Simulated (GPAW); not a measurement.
Input of a GPAW 26.7.0 run:

Contents of run.py:

```python
from ase.filters import FrechetCellFilter
from ase.io import read, write
from ase.optimize import FIRE
from ase.units import GPa
from gpaw import GPAW, PW, setup_paths

setup_paths.insert(0, '.')

atoms = read('Tl.xyz')

calc = GPAW(mode=PW(600),
            xc='GGA_X_PBEINT+GGA_C_PBEINT',
            kpts={'size': (9, 9, 8), 'gamma': True},
            occupations={'name': 'fermi-dirac', 'width': 0.05},
            nbands=14,
            convergence={'density': 1e-05, 'energy': 1e-05},
            maxiter=150,
            txt='gpaw.txt')
atoms.calc = calc
opt = FIRE(FrechetCellFilter(atoms, scalar_pressure=2 * GPa), trajectory='relax.traj', logfile='-')
done = opt.run(fmax=0.02, steps=60)
calc.write('gs.gpw')
write('result.traj', atoms)
print('Converged:', done)
print('Cell:', atoms.cell.cellpar().round(4))
print('Volume:', round(atoms.get_volume(), 4))
print(atoms.get_scaled_positions().round(5))
```

Contents of Tl.xyz:

```xyz
1
Lattice="-1.7368119300 1.8914080900 1.5902441600 1.7969305500 -2.2687227400 2.0276774300 1.9039144800 2.4358252800 -1.9675588100" Properties=species:S:1:pos:R:3 pbc="T T T"
Tl     0.0000000000      0.0000000000      0.0000000000
```

Potentials or basis: PAW data sets generated in the run's folder for this functional, pw.

Command:

```bash
$ gpaw-setup -f GGA_X_PBEINT+GGA_C_PBEINT Tl
$ OMP_NUM_THREADS=1 python run.py
```

Q: Predict the relaxed volume.

A: 27.48 Å³/atom.

Q: What does it give for the band gap on the k mesh?

A: None (metal or under the smearing width).

Stress tensor (GPa, compression positive):
```
 2.05  0.01  0.02
 0.01  1.90 -0.03
 0.02 -0.03  2.04
```

Caveat: later steps reuse the first step's grids. Spin-orbit coupling is left out, which matters for the levels of Tl.
